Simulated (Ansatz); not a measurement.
# Ni (Ni, simple cubic): the cost of one run

Program: Ansatz 0.2.0. Level of theory: DFT PBE, plane waves (420 eV) with PAW, scalar-relativistic. These are calculated values, not measurements.

**1. The system as given**

Symmetry: Pm-3m, No. 221, cubic system. Conventional cell: a = 2.278 Å, b = 2.278 Å, c = 2.278 Å, α = 90.00°, β = 90.00°, γ = 90.00°. Ni (site symmetry m-3m) has 6 Ni at 2.28 Å as nearest neighbours.

Coordinates:

```
Ni
1.0
     2.27759    0.00000    0.00000
     0.00000    2.27759    0.00000
     0.00000    0.00000    2.27759
Ni
1
Direct
  0.00000 0.00000 0.00000
```

Starting moments (μB): +0.8.

**2. Relaxation of the cell**

Input file input.yaml:

```yaml
crystal:
  lattice:
    - [2.2775907947, 0.0, 0.0]
    - [0.0, 2.2775907947, 0.0]
    - [0.0, 0.0, 2.2775907947]
  atoms:
    - { symbol: Ni, position: [0.0, 0.0, 0.0], spin: 0.8 }
hamiltonian:
  xc: pbe
  pseudopotentials:
    kind: paw
    azcp:
      Ni: "pseudopotentials/Ni.paw.azcp"
basis:
  ecutwfc: 420
  fft_grid_basis: typed
kpoints:
  mp_grid: { grid: [14, 14, 14], shift: [0, 0, 0] }
magnetization:
  spin_polarized: true
scf:
  occupations: { method: fermi_dirac, width: 0.05 }
relax:
  max_steps: 60
  f_tol: 0.01
  cell: {}
```

Command:

```bash
ansatz run input.yaml --threads 1 --pin off --max-ram 3584MiB --backend cpu --events-out ev --progress --plain --runs-dir out
```

What time and memory should one allow on 1 thread of Intel Xeon Platinum 8259CL at 2.50GHz (Skylake/Cascade Lake), shared host?

About 41 s, with a peak of 0.42 GiB.
